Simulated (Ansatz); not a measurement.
# TePb, 2 atoms: time against threads, part 2 of 2

Ansatz 0.2.0; elastic constants, PBE, plane waves PAW. The steps go on from the part before.

### Step 5. On 8 threads

The input, input.yaml:

```yaml
crystal:
  lattice:
    - [0.000000, 3.270897, 3.270897]
    - [3.270897, 0.000000, 3.270897]
    - [3.270897, 3.270897, 0.000000]
  atoms:
    - { symbol: Te, position: [0.000000, 0.000000, 0.000000] }
    - { symbol: Pb, position: [0.500000, 0.500000, 0.500000] }
kpoints:
  mp_grid: { grid: [4, 4, 4] }
hamiltonian:
  xc: pbe
scf:
  occupations: { method: gaussian, width: 0.05 }
elastic: { mode: clamped_ion }
```

On the command line:

```sh
taskset -c 8-63 ansatz run input.yaml --threads 8 --backend cpu --max-ram 64GiB --events-out ev --progress --plain --runs-dir out
```

Log:

```text
pinning: not binding workers (pin `auto` leaves the workers unbound: those that work in every phase are 16 at the most and take half of the cores in the planning thread's mask or fewer, and bound, runs started alike would share the same CPUs; alone on the mach
Engine: ansatz 0.2.0, aarch64-unknown-linux-gnu
Pseudopotentials: kind: paw
Pseudopotential: Te, paw, valence charge 16, recommended cutoff 420 eV (normal), Te.paw.azcp
Pseudopotential: Pb, paw, valence charge 14, recommended cutoff 420 eV (normal), Pb.paw.azcp
Functional definition: PBE
  exchange = pbe_x(kappa = kappa, mu = beta*pi^2/3)
  correlation = pbe_c(beta = beta)
Crystal: 2 atoms, lattice volume = 69.989 Å³
Basis set: ecut = 420 eV, 1363 PW (Γ)
Bands: 19, of which v1, the nominal top of the filled ones, is band 15 counted from 1 (14 counted from 0)
Symmetry: 48 space group operations
Space group: Fm-3m (ITA 225), of the structure as read, at distance tolerance 4.1e-5 Å
k-points: 8 of 64
Non-local potential: Te, projectors of the file, l = 0: 2, l = 1: 2, l = 2: 2, l = 3: 2
Non-local potential: Pb, projectors of the file, l = 0: 2, l = 1: 2, l = 2: 2, l = 3: 2
[... 52 lines left out ...]
  where every solve meets its electron count the energy-path curvature estimates C_jj along a normal strain and C_jj − ¼(σ⁰_aa + σ⁰_bb) along a shear (ab), of energies averaged over cutoffs (ΔE is cutoff_averaging_correction_ev in elastic_members.tsv): closely
  strain η (Voigt 11):  stress-route row diagonal C_11 = 116.99 GPa, energy-path curvature d²(F+E_count+ΔE)/dδ²/Ω₀ = 117.00 GPa
    cells at ±δ against ±2δ: C11 117.00 and 117.04 GPa, apart by 0.03 % of the column's largest entry
         δ    σ_11 (GPa)             F (eV)   n_scf  n_hpsi   n_pw
    -4.000e-3      -0.9823      -18887.1760104       8    4871   1376
    -2.000e-3      -0.7388      -18887.1767590       4    3834   1380
     2.000e-3      -0.2708      -18887.1776284       4    3646   1384
     4.000e-3      -0.0460      -18887.1777564       6    4013   1384
  strain η (Voigt 23):  stress-route row diagonal C_44 = 15.57 GPa, energy-path curvature d²(F+E_count+ΔE)/dδ²/Ω₀ = 15.80 GPa
    cells at ±δ against ±2δ: C44 15.57 and 15.56 GPa, apart by 0.03 % of the column's largest entry
         δ    σ_23 (GPa)             F (eV)   n_scf  n_hpsi   n_pw
    -4.000e-3      -0.0623      -18887.1772429       7    6122   1380
    -2.000e-3      -0.0311      -18887.1772887       4    5347   1384
     2.000e-3       0.0311      -18887.1772887       4    5332   1384
     4.000e-3       0.0622      -18887.1772430       5    5326   1380
```

Wall time 3.9 s, CPU time 21 s, peak memory 0.45 GiB, 52 SCF iterations in all (8 threads).

### Step 6. On 4 threads

input.yaml is that of step 5.

On the command line:

```sh
taskset -c 8-63 ansatz run input.yaml --threads 4 --backend cpu --max-ram 64GiB --events-out ev --progress --plain --runs-dir out
```

Log:

```text
pinning: not binding workers (pin `auto` leaves the workers unbound: those that work in every phase are 16 at the most and take half of the cores in the planning thread's mask or fewer, and bound, runs started alike would share the same CPUs; alone on the mach
Engine: ansatz 0.2.0, aarch64-unknown-linux-gnu
Pseudopotentials: kind: paw
Pseudopotential: Te, paw, valence charge 16, recommended cutoff 420 eV (normal), Te.paw.azcp
Pseudopotential: Pb, paw, valence charge 14, recommended cutoff 420 eV (normal), Pb.paw.azcp
Functional definition: PBE
  exchange = pbe_x(kappa = kappa, mu = beta*pi^2/3)
  correlation = pbe_c(beta = beta)
Crystal: 2 atoms, lattice volume = 69.989 Å³
Basis set: ecut = 420 eV, 1363 PW (Γ)
Bands: 19, of which v1, the nominal top of the filled ones, is band 15 counted from 1 (14 counted from 0)
Symmetry: 48 space group operations
Space group: Fm-3m (ITA 225), of the structure as read, at distance tolerance 4.1e-5 Å
k-points: 8 of 64
Non-local potential: Te, projectors of the file, l = 0: 2, l = 1: 2, l = 2: 2, l = 3: 2
Non-local potential: Pb, projectors of the file, l = 0: 2, l = 1: 2, l = 2: 2, l = 3: 2
[... 52 lines left out ...]
  where every solve meets its electron count the energy-path curvature estimates C_jj along a normal strain and C_jj − ¼(σ⁰_aa + σ⁰_bb) along a shear (ab), of energies averaged over cutoffs (ΔE is cutoff_averaging_correction_ev in elastic_members.tsv): closely
  strain η (Voigt 11):  stress-route row diagonal C_11 = 116.99 GPa, energy-path curvature d²(F+E_count+ΔE)/dδ²/Ω₀ = 117.00 GPa
    cells at ±δ against ±2δ: C11 117.00 and 117.04 GPa, apart by 0.03 % of the column's largest entry
         δ    σ_11 (GPa)             F (eV)   n_scf  n_hpsi   n_pw
    -4.000e-3      -0.9823      -18887.1760104       8    4858   1376
    -2.000e-3      -0.7388      -18887.1767590       4    3832   1380
     2.000e-3      -0.2708      -18887.1776284       4    3634   1384
     4.000e-3      -0.0460      -18887.1777564       6    4023   1384
  strain η (Voigt 23):  stress-route row diagonal C_44 = 15.57 GPa, energy-path curvature d²(F+E_count+ΔE)/dδ²/Ω₀ = 15.80 GPa
    cells at ±δ against ±2δ: C44 15.57 and 15.56 GPa, apart by 0.03 % of the column's largest entry
         δ    σ_23 (GPa)             F (eV)   n_scf  n_hpsi   n_pw
    -4.000e-3      -0.0623      -18887.1772429       7    6120   1380
    -2.000e-3      -0.0311      -18887.1772887       4    5344   1384
     2.000e-3       0.0311      -18887.1772887       4    5333   1384
     4.000e-3       0.0622      -18887.1772430       5    5329   1380
```

Wall time 5.7 s, CPU time 19 s, peak memory 0.42 GiB, 52 SCF iterations in all (4 threads).

### Step 7. On 2 threads

input.yaml is that of step 6.

On the command line:

```sh
taskset -c 8-63 ansatz run input.yaml --threads 2 --backend cpu --max-ram 64GiB --events-out ev --progress --plain --runs-dir out
```

Log:

```text
pinning: not binding workers (pin `auto` leaves the workers unbound: those that work in every phase are 16 at the most and take half of the cores in the planning thread's mask or fewer, and bound, runs started alike would share the same CPUs; alone on the mach
Engine: ansatz 0.2.0, aarch64-unknown-linux-gnu
Pseudopotentials: kind: paw
Pseudopotential: Te, paw, valence charge 16, recommended cutoff 420 eV (normal), Te.paw.azcp
Pseudopotential: Pb, paw, valence charge 14, recommended cutoff 420 eV (normal), Pb.paw.azcp
Functional definition: PBE
  exchange = pbe_x(kappa = kappa, mu = beta*pi^2/3)
  correlation = pbe_c(beta = beta)
Crystal: 2 atoms, lattice volume = 69.989 Å³
Basis set: ecut = 420 eV, 1363 PW (Γ)
Bands: 19, of which v1, the nominal top of the filled ones, is band 15 counted from 1 (14 counted from 0)
Symmetry: 48 space group operations
Space group: Fm-3m (ITA 225), of the structure as read, at distance tolerance 4.1e-5 Å
k-points: 8 of 64
Non-local potential: Te, projectors of the file, l = 0: 2, l = 1: 2, l = 2: 2, l = 3: 2
Non-local potential: Pb, projectors of the file, l = 0: 2, l = 1: 2, l = 2: 2, l = 3: 2
[... 52 lines left out ...]
  where every solve meets its electron count the energy-path curvature estimates C_jj along a normal strain and C_jj − ¼(σ⁰_aa + σ⁰_bb) along a shear (ab), of energies averaged over cutoffs (ΔE is cutoff_averaging_correction_ev in elastic_members.tsv): closely
  strain η (Voigt 11):  stress-route row diagonal C_11 = 116.99 GPa, energy-path curvature d²(F+E_count+ΔE)/dδ²/Ω₀ = 117.00 GPa
    cells at ±δ against ±2δ: C11 117.00 and 117.04 GPa, apart by 0.03 % of the column's largest entry
         δ    σ_11 (GPa)             F (eV)   n_scf  n_hpsi   n_pw
    -4.000e-3      -0.9823      -18887.1760104       8    4875   1376
    -2.000e-3      -0.7388      -18887.1767590       4    3837   1380
     2.000e-3      -0.2708      -18887.1776284       4    3644   1384
     4.000e-3      -0.0460      -18887.1777564       6    4021   1384
  strain η (Voigt 23):  stress-route row diagonal C_44 = 15.57 GPa, energy-path curvature d²(F+E_count+ΔE)/dδ²/Ω₀ = 15.80 GPa
    cells at ±δ against ±2δ: C44 15.57 and 15.56 GPa, apart by 0.03 % of the column's largest entry
         δ    σ_23 (GPa)             F (eV)   n_scf  n_hpsi   n_pw
    -4.000e-3      -0.0623      -18887.1772429       7    6119   1380
    -2.000e-3      -0.0311      -18887.1772887       4    5349   1384
     2.000e-3       0.0311      -18887.1772887       4    5331   1384
     4.000e-3       0.0622      -18887.1772430       5    5328   1380
```

Wall time 9.6 s, CPU time 18 s, peak memory 0.39 GiB, 52 SCF iterations in all (2 threads).

### Step 8. On 1 thread

input.yaml is that of step 7.

On the command line:

```sh
taskset -c 8-63 ansatz run input.yaml --threads 1 --backend cpu --max-ram 64GiB --events-out ev --progress --plain --runs-dir out
```

Log:

```text
Engine: ansatz 0.2.0, aarch64-unknown-linux-gnu
Pseudopotentials: kind: paw
Pseudopotential: Te, paw, valence charge 16, recommended cutoff 420 eV (normal), Te.paw.azcp
Pseudopotential: Pb, paw, valence charge 14, recommended cutoff 420 eV (normal), Pb.paw.azcp
Functional definition: PBE
  exchange = pbe_x(kappa = kappa, mu = beta*pi^2/3)
  correlation = pbe_c(beta = beta)
Crystal: 2 atoms, lattice volume = 69.989 Å³
Basis set: ecut = 420 eV, 1363 PW (Γ)
Bands: 19, of which v1, the nominal top of the filled ones, is band 15 counted from 1 (14 counted from 0)
Symmetry: 48 space group operations
Space group: Fm-3m (ITA 225), of the structure as read, at distance tolerance 4.1e-5 Å
k-points: 8 of 64
Non-local potential: Te, projectors of the file, l = 0: 2, l = 1: 2, l = 2: 2, l = 3: 2
Non-local potential: Pb, projectors of the file, l = 0: 2, l = 1: 2, l = 2: 2, l = 3: 2
PAW form: soft (Blöchl's): semilocal exchange-correlation on the pseudo side does not see the compensation charge
PAW one-centre angular grid: Te, 590 points (default); XC on 64 Gauss nodes
PAW one-centre angular grid: Pb, 590 points (default); XC on 64 Gauss nodes
[... 49 lines left out ...]
  where every solve meets its electron count the energy-path curvature estimates C_jj along a normal strain and C_jj − ¼(σ⁰_aa + σ⁰_bb) along a shear (ab), of energies averaged over cutoffs (ΔE is cutoff_averaging_correction_ev in elastic_members.tsv): closely
  strain η (Voigt 11):  stress-route row diagonal C_11 = 116.99 GPa, energy-path curvature d²(F+E_count+ΔE)/dδ²/Ω₀ = 117.00 GPa
    cells at ±δ against ±2δ: C11 117.00 and 117.04 GPa, apart by 0.03 % of the column's largest entry
         δ    σ_11 (GPa)             F (eV)   n_scf  n_hpsi   n_pw
    -4.000e-3      -0.9823      -18887.1760104       8    4852   1376
    -2.000e-3      -0.7388      -18887.1767590       4    3832   1380
     2.000e-3      -0.2708      -18887.1776284       4    3628   1384
     4.000e-3      -0.0460      -18887.1777564       6    4015   1384
  strain η (Voigt 23):  stress-route row diagonal C_44 = 15.57 GPa, energy-path curvature d²(F+E_count+ΔE)/dδ²/Ω₀ = 15.80 GPa
    cells at ±δ against ±2δ: C44 15.57 and 15.56 GPa, apart by 0.03 % of the column's largest entry
         δ    σ_23 (GPa)             F (eV)   n_scf  n_hpsi   n_pw
    -4.000e-3      -0.0623      -18887.1772429       7    6117   1380
    -2.000e-3      -0.0311      -18887.1772887       4    5341   1384
     2.000e-3       0.0311      -18887.1772887       4    5349   1384
     4.000e-3       0.0622      -18887.1772430       5    5327   1380
```

Wall time 18 s, CPU time 18 s, peak memory 0.38 GiB, 52 SCF iterations in all (1 thread).

### Step 9. Scaling over threads

| threads | wall time | speed-up | efficiency | CPU time |
| --- | --- | --- | --- | --- |
| 1 | 18 s | 1 | 100 % | 18 s |
| 2 | 9.6 s | 1.8 | 92 % | 18 s |
| 4 | 5.7 s | 3.1 | 77 % | 19 s |
| 8 | 3.9 s | 4.5 | 56 % | 21 s |
| 16 | 3.2 s | 5.5 | 34 % | 27 s |
| 32 | 2.9 s | 6 | 19 % | 43 s |
| 56 | 3.3 s | 5.4 | 10 % | 82 s |

### Step 10. Outcome

What follows sums up all 2 parts.

| quantity | value |
| --- | --- |
| reference | 3.3 s on 56 threads |
| fastest over threads | 2.9 s on 32 |
| speed-up from 1 to 56 threads | 5.4 (10 % efficient) |

**Reading.** Going from 1 to 56 threads cuts the time by a factor of 5.4, 10 % of the ideal. The time is least at 32 and rises again beyond. Efficiency stays over one half up to 8 threads among the points run; beyond that, several jobs side by side use the machine better. At a few seconds, start-up and serial parts weigh heavily. The figures hold for this build, input and host.
